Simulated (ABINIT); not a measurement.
# Cu (I4/mmm) in ABINIT: convergence with cutoff

Aim: find how far cutoff must go before the results for Cu settle, at PBE. This setting moves, with any that are tied to it; all else stays.

Program: ABINIT 10.8.3 (patched build). These are calculated values, not measurements. Logs are shortened: lines on timing, memory, paths and dates and some standing lists are left out, and cuts for length are marked. The log counts tension as positive stress, the text compression.

## (1) The crystal as given

It takes space group I4/mmm (No. 139, tetragonal). The conventional cell has a = 2.886 Å, b = 2.886 Å, c = 2.752 Å, α = 90.00°, β = 90.00°, γ = 90.00°. Cu (site symmetry 4/mmm) is surrounded by 10 Cu at 2.46 to 2.75 Å.

This isn't the form of Cu at room conditions, which is fcc.

## (2) With cutoff 10.5 Ha

run.abi

```
# Pseudopotentials
pp_dirpath "./"
pseudos "Cu.GGA_PBE-JTH.xml"

# Structure
acell 4.6507635309 4.6507635309 4.6507635309
rprim
    -0.5862444330     0.5862444330     0.5591376660
     0.5862444330    -0.5862444330     0.5591376660
     0.5862444330     0.5862444330    -0.5591376660
ntypat 1
znucl 29
natom 1
typat 1
xcart
     0.0000000000     0.0000000000     0.0000000000

# Plane-wave basis
ecut 10.5
pawecutdg 63.6
pawxcdev 0

# k points
kptopt 1
ngkpt 13 13 13
nshiftk 1
shiftk 0.0 0.0 0.0

# Exchange and correlation
ixc 11

# Bands and occupations
nband 14
occopt 6
tsmear 0.1 eV

# SCF cycle
nstep 100
tolvrs 1.0e-9

# Output
iomode 3
prtwf 0
prtden 0
prteig 0
prtebands 0
enunit 1
```

Potentials or basis: JTH PAW PBE v2.0.

Command:

```console
> abinit run.abi > log 2>&1
```

Wall time 13 s (1 thread of Arm Neoverse V1, shared host); peak memory 0.09 GiB.

It converged, with:

- Free energy: -5385.7592 eV
- Band gap on the k mesh: none (metal or under the smearing width)
- Valence electrons inside the program's atomic spheres: Cu 17.41 (radii [1.0588] Å)

## (3) With cutoff 13 Ha

run.abi, as its differences from that of step 2:

```diff
@@ -18,3 +18,3 @@
 # Plane-wave basis
-ecut 10.5
+ecut 13.0
 pawecutdg 63.6
```

Potentials or basis: JTH PAW PBE v2.0.

Command:

```console
> abinit run.abi > log 2>&1
```

Wall time 14 s (1 thread of Arm Neoverse V1, shared host); peak memory 0.1 GiB.

The run converged. Its results:

```
Free energy                                           : -5386.5315 eV
Band gap on the k mesh                                : none (metal or under the smearing width)
Valence electrons inside the program's atomic spheres : Cu 17.39 (radii [1.0588] Å)
```

## (4) With cutoff 15.5 Ha

run.abi, as its differences from that of step 3:

```diff
@@ -18,3 +18,3 @@
 # Plane-wave basis
-ecut 13.0
+ecut 15.5
 pawecutdg 63.6
```

Command:

```console
> abinit run.abi > log 2>&1
```

Wall time 24 s (1 thread of Arm Neoverse V1, shared host); peak memory 0.11 GiB.

The run converged. Its results:

```yaml
Free_energy: -5386.5830 eV
Band_gap_on_the_k_mesh: none (metal or under the smearing width)
Valence_electrons_inside_the_program's_atomic_spheres: Cu 17.39 (radii [1.0588] Å)
```

## (5) With cutoff 18 Ha

run.abi, as its differences from that of step 4:

```diff
@@ -18,3 +18,3 @@
 # Plane-wave basis
-ecut 15.5
+ecut 18.0
 pawecutdg 63.6
```

Command:

```console
> abinit run.abi > log 2>&1
```

Wall time 25 s (1 thread of Arm Neoverse V1, shared host); peak memory 0.11 GiB.

The run converged. Its results:

| Property | Result |
| --- | --- |
| Free energy | -5386.7010 eV |
| Band gap on the k mesh | none (metal or under the smearing width) |
| Valence electrons inside the program's atomic spheres | Cu 17.39 (radii [1.0588] Å) |

## (6) With cutoff 22 Ha

run.abi, as its differences from that of step 5:

```diff
@@ -18,3 +18,3 @@
 # Plane-wave basis
-ecut 18.0
+ecut 22.0
 pawecutdg 63.6
```

Potentials or basis: JTH PAW PBE v2.0.

Command:

```console
> abinit run.abi > log 2>&1
```

Run time: 33 s. Hardware: 1 thread of Arm Neoverse V1, shared host; peak memory 0.12 GiB.

The run converged. Its results:

```
Free energy                                           : -5386.8142 eV
Band gap on the k mesh                                : none (metal or under the smearing width)
Valence electrons inside the program's atomic spheres : Cu 17.39 (radii [1.0588] Å)
```

## (7) With cutoff 26 Ha

run.abi, as its differences from that of step 6:

```diff
@@ -18,3 +18,3 @@
 # Plane-wave basis
-ecut 22.0
+ecut 26.0
 pawecutdg 63.6
```

Command:

```console
> abinit run.abi > log 2>&1
```

Run time: 61 s. Hardware: 1 thread of Arm Neoverse V1, shared host; peak memory 0.13 GiB.

It converged, with:

```yaml
Free_energy: -5386.8249 eV
Pressure: 7.2 GPa
Band_gap_on_the_k_mesh: none (metal or under the smearing width)
Valence_electrons_inside_the_program's_atomic_spheres: Cu 17.38 (radii [1.0588] Å)
```

## (8) With cutoff 30 Ha

run.abi, as its differences from that of step 7:

```diff
@@ -18,3 +18,3 @@
 # Plane-wave basis
-ecut 26.0
+ecut 30.0
 pawecutdg 63.6
```

Command:

```console
> abinit run.abi > log 2>&1
```

Run time: 57 s. Hardware: 1 thread of Arm Neoverse V1, shared host; peak memory 0.14 GiB.

It converged, with:

```
Free energy                                           : -5386.8305 eV
Pressure                                              : 6.6 GPa
Band gap on the k mesh                                : none (metal or under the smearing width)
Valence electrons inside the program's atomic spheres : Cu 17.38 (radii [1.0588] Å)
```

## (9) With cutoff 35 Ha

run.abi, as its differences from that of step 8:

```diff
@@ -18,3 +18,3 @@
 # Plane-wave basis
-ecut 30.0
+ecut 35.0
 pawecutdg 63.6
```

Potentials or basis: JTH PAW PBE v2.0.

Command:

```console
> abinit run.abi > log 2>&1
```

Run time: 84 s. Hardware: 1 thread of Arm Neoverse V1, shared host; peak memory 0.16 GiB.

It converged, with:

```
Free energy                                           : -5386.8392 eV
Pressure                                              : 6.9 GPa
Band gap on the k mesh                                : none (metal or under the smearing width)
Valence electrons inside the program's atomic spheres : Cu 17.38 (radii [1.0588] Å)
```

## (10) With cutoff 41.5 Ha

run.abi, as its differences from that of step 9:

```diff
@@ -18,3 +18,3 @@
 # Plane-wave basis
-ecut 35.0
+ecut 41.5
 pawecutdg 63.6
```

Potentials or basis: JTH PAW PBE v2.0.

Command:

```console
> abinit run.abi > log 2>&1
```

run.abo:

```text
.Version 10.8.3 of ABINIT
 Symmetries : space group I4/m m m (#139); Bravais tI (body-center tetrag.)
================================================================================
 Values of the parameters that define the memory need of the present run
     intxc =       0    ionmov =       0      iscf =      17    lmnmax =      18
     lnmax =       6     mgfft =      30  mpssoang =       3    mqgrid =    3001
     natom =       1  nloc_mem =       2    nspden =       1   nspinor =       1
    nsppol =       1      nsym =      16    n1xccc =       1    ntypat =       1
    occopt =       6   xclevel =       2
       mpw =        1005          nfft =       27000          nkpt =         196
 PAW method is used; the additional fine FFT grid is defined by:
   mgfftf=        36    nfftf =     46656
================================================================================
================================================================================

--------------------------------------------------------------------------------
------------- Echo of variables that govern the present computation ------------
--------------------------------------------------------------------------------
 -outvars: echo values of preprocessed input variables --------
            acell      4.6507635309E+00  4.6507635309E+00  4.6507635309E+00 Bohr
              amu      6.35460000E+01
             ecut      4.15000000E+01 Hartree
           enunit           1
                       outvar_i_n : Printing only first  50 k-points.
              ixc          11
                       outvar_i_n : Printing only first  50 k-points.
         kptrlatt       13    0    0      0   13    0      0    0   13
          kptrlen      6.04599259E+01
            natom           1
            nband          14
            ngfft          30      30      30
          ngfftdg          36      36      36
             nkpt         196
            nstep         100
             nsym          16
           ntypat           1
                       prtocc : prtvol=0, do not print more k-points.
           occopt           6
        pawecutdg      6.36000000E+01 Hartree
         pawxcdev           0
           prtden           0
        prtebands           0
           prteig           0
            prtwf           0
            rprim     -5.8624443300E-01  5.8624443300E-01  5.5913766600E-01
                       5.8624443300E-01 -5.8624443300E-01  5.5913766600E-01
                       5.8624443300E-01  5.8624443300E-01 -5.5913766600E-01
          spgroup         139
           tolvrs      1.00000000E-09
           tsmear      3.67493222E-03 Hartree
            typat      1
           useylm           1
                       outvars : Printing only first  50 k-points.
            znucl       29.00000

================================================================================

 chkinp: Checking input parameters for consistency.

================================================================================
== DATASET  1 ==================================================================

--- !DatasetInfo
iteration_state: {dtset: 1, }
dimensions: {natom: 1, nkpt: 196, mband: 14, nsppol: 1, nspinor: 1, nspden: 1, mpw: 1005, }
cutoff_energies: {ecut:  41.5, pawecutdg:  63.6, }
electrons: {nelect:   1.90000000E+01, charge:   0.00000000E+00, occopt:   6.00000000E+00, tsmear:   3.67493222E-03, }
meta: {optdriver: 0, ionmov: 0, optcell: 0, iscf: 17, paral_kgb: 0, }
...

 Exchange-correlation functional for the present dataset will be:
  GGA: Perdew-Burke-Ernzerhof functional - ixc=11
  J.P.Perdew, K.Burke, M.Ernzerhof, PRL 77, 3865 (1996)

 Real(R)+Recip(G) space primitive vectors, cartesian coordinates (Bohr,Bohr^-1):
 R(1)= -2.7264842  2.7264842  2.6004171  G(1)=  0.0000000  0.1833864  0.1922768
 R(2)=  2.7264842 -2.7264842  2.6004171  G(2)=  0.1833864  0.0000000  0.1922768
 R(3)=  2.7264842  2.7264842 -2.6004171  G(3)=  0.1833864  0.1833864  0.0000000
 Unit cell volume ucvol=  7.7323050E+01 bohr^3
 Angles (23,13,12)=  1.08218096E+02  1.08218096E+02  1.12007635E+02 degrees

 Coarse grid specifications (used for wave-functions):

 getcut: wavevector=  0.0000  0.0000  0.0000  ngfft=  30  30  30
[... 60 lines left out ...]
  sigma(2 2)= -2.42666417E-04  sigma(3 1)=  0.00000000E+00
  sigma(3 3)= -2.43970597E-04  sigma(2 1)=  0.00000000E+00

--- !ResultsGS
iteration_state: {dtset: 1, }
comment   : Summary of ground state results
lattice_vectors:
- [ -2.7264842,   2.7264842,   2.6004171, ]
- [  2.7264842,  -2.7264842,   2.6004171, ]
- [  2.7264842,   2.7264842,  -2.6004171, ]
lattice_lengths: [   4.65076,    4.65076,    4.65076, ]
lattice_angles: [108.218, 108.218, 112.008, ] # degrees, (23, 13, 12)
lattice_volume:   7.7323050E+01
convergence: {deltae:  3.695E-13, res2:  8.318E-10, residm:  1.869E-05, diffor: null, }
etotal    :  -1.97962752E+02
entropy   :   0.00000000E+00
fermie    :   2.72222678E-01
cartesian_stress_tensor: # hartree/bohr^3
- [ -2.42666417E-04,   0.00000000E+00,   0.00000000E+00, ]
- [  0.00000000E+00,  -2.42666417E-04,   0.00000000E+00, ]
- [  0.00000000E+00,   0.00000000E+00,  -2.43970597E-04, ]
pressure_GPa:   7.1523E+00
xred      :
- [  0.0000E+00,   0.0000E+00,   0.0000E+00, Cu]
cartesian_forces: # hartree/bohr
- [ -0.00000000E+00,  -0.00000000E+00,  -0.00000000E+00, ]
force_length_stats: {min:   0.00000000E+00, max:   0.00000000E+00, mean:   0.00000000E+00, }
...

 Integrated electronic density in atomic spheres:
 ------------------------------------------------
 Atom  Sphere_radius  Integrated_density
    1        2.00090         17.38422930

================================================================================

 ----iterations are completed or convergence reached----

 Mean square residual over all n,k,spin=   15.100E-09; max=  18.687E-06
 reduced coordinates (array xred) for    1 atoms
       0.000000000000      0.000000000000      0.000000000000
 rms dE/dt=  0.0000E+00; max dE/dt=  0.0000E+00; dE/dt below (all hartree)
    1       0.000000000000      0.000000000000      0.000000000000

 cartesian coordinates (angstrom) at end:
    1      0.00000000000000     0.00000000000000     0.00000000000000

 cartesian forces (hartree/bohr) at end:
    1     -0.00000000000000    -0.00000000000000    -0.00000000000000
 frms,max,avg= 0.0000000E+00 0.0000000E+00   0.000E+00  0.000E+00  0.000E+00 h/b

 cartesian forces (eV/Angstrom) at end:
    1     -0.00000000000000    -0.00000000000000    -0.00000000000000
 frms,max,avg= 0.0000000E+00 0.0000000E+00   0.000E+00  0.000E+00  0.000E+00 e/A
 length scales=  4.650763530900  4.650763530900  4.650763530900 bohr
              =  2.461078072181  2.461078072181  2.461078072181 angstroms
 Fermi (or HOMO) energy (eV) =   7.40756   Average Vxc (eV)= -12.16287
 Eigenvalues (   eV  ) for nkpt= 196  k points:
 kpt#   1, nband= 14, wtk=  0.00046, kpt=  0.0000  0.0000  0.0000 (reduced coord)
-105.21611  -62.51790  -62.51570  -62.51570   -2.15849    4.17213    4.36952    4.36952
   5.24788    5.45502   32.57595   32.57595   33.84531   36.40520
 prteigrs : prtvol=0 or 1, do not print more k-points.

--- !EnergyTerms
iteration_state     : {dtset: 1, }
comment             : Components of total free energy in Hartree
kinetic             :  1.09848695318288E+01
hartree             :  4.05069487655994E+01
xc                  : -2.75252721049762E+00
Ewald energy        : -1.22372841305988E+02
psp_core            :  9.14371477060369E+00
local_psp           : -1.01218337897566E+02
PAW spherical_terms : -3.22545809601387E+01
internal            : -1.97962754306159E+02
'-kT*entropy'       : -4.96839354016965E-06
total_energy        : -1.97962759274552E+02
total_energy_eV     : -5.38684110494000E+03
...

--- !EnergyTermsDC
iteration_state     : {dtset: 1, }
comment             : '"Double-counting" decomposition of free energy'
band_energy         : -1.97660497861427E+01
Ewald energy        : -1.22372841305988E+02
psp_core            :  9.14371477060369E+00
xc_dc               : -3.97060127336357E+01
PAW spherical_terms : -2.52615574887571E+01
internal            : -1.97962746543920E+02
'-kT*entropy'       : -4.96839354016965E-06
total_energy_dc     : -1.97962751512314E+02
total_energy_dc_eV  : -5.38684089371873E+03
...

--- !EnergyTermsWithPAWCore
iteration_state     : {dtset: 1, }
comment             : 'Components of total free energy, including PAW core contributions'
Total energy        : -1.65498595141415E+03
Total energy DC     : -1.65498594365191E+03
Total energy (eV)   : -4.50344619556028E+04
Total energy DC (eV): -4.50344617443816E+04
...

 Cartesian components of stress tensor (hartree/bohr^3)
  sigma(1 1)= -2.42666417E-04  sigma(3 2)=  0.00000000E+00
  sigma(2 2)= -2.42666417E-04  sigma(3 1)=  0.00000000E+00
  sigma(3 3)= -2.43970597E-04  sigma(2 1)=  0.00000000E+00

-Cartesian components of stress tensor (GPa)         [Pressure=  7.1523E+00 GPa]
- sigma(1 1)= -7.13949246E+00  sigma(3 2)=  0.00000000E+00
- sigma(2 2)= -7.13949246E+00  sigma(3 1)=  0.00000000E+00
- sigma(3 3)= -7.17786278E+00  sigma(2 1)=  0.00000000E+00

== END DATASET(S) ==============================================================
================================================================================

 -outvars: echo values of variables after computation  --------
            acell      4.6507635309E+00  4.6507635309E+00  4.6507635309E+00 Bohr
           etotal     -1.9796275151E+02
            fcart     -0.0000000000E+00 -0.0000000000E+00 -0.0000000000E+00
            rprim     -5.8624443300E-01  5.8624443300E-01  5.5913766600E-01
                       5.8624443300E-01 -5.8624443300E-01  5.5913766600E-01
                       5.8624443300E-01  5.8624443300E-01 -5.5913766600E-01
           strten     -2.4266641653E-04 -2.4266641653E-04 -2.4397059711E-04
                       0.0000000000E+00  0.0000000000E+00  0.0000000000E+00
 Calculation completed.
```

It took 2.3 min on 1 thread of Arm Neoverse V1, shared host; peak memory 0.18 GiB.

Results:

- Free energy: -5386.8409 eV
- Pressure: 7.2 GPa
- Band gap on the k mesh: none (metal or under the smearing width)
- Valence electrons inside the program's atomic spheres: Cu 17.38 (radii [1.0588] Å)

## (11) The series at a glance

| cutoff | energy less the tightest run (meV/atom) | SCF cycles | CPU time (s) | peak memory (GiB) |
| --- | --- | --- | --- | --- |
| 10.5 Ha | 1081.71 | 13 | 13 | 0.09 |
| 13 Ha | 309.42 | 13 | 14 | 0.1 |
| 15.5 Ha | 257.91 | 16 | 24 | 0.11 |
| 18 Ha | 139.87 | 15 | 25 | 0.11 |
| 22 Ha | 26.66 | 16 | 33 | 0.12 |
| 26 Ha | 15.95 | 19 | 61 | 0.13 |
| 30 Ha | 10.34 | 16 | 57 | 0.14 |
| 35 Ha | 1.72 | 17 | 84 | 0.16 |
| 41.5 Ha | 0.00 | 21 | 140 | 0.18 |

Not settled before the last step: the energy (to 1 meV/atom). The tightest run that finished is the yardstick and may itself not be fully converged.
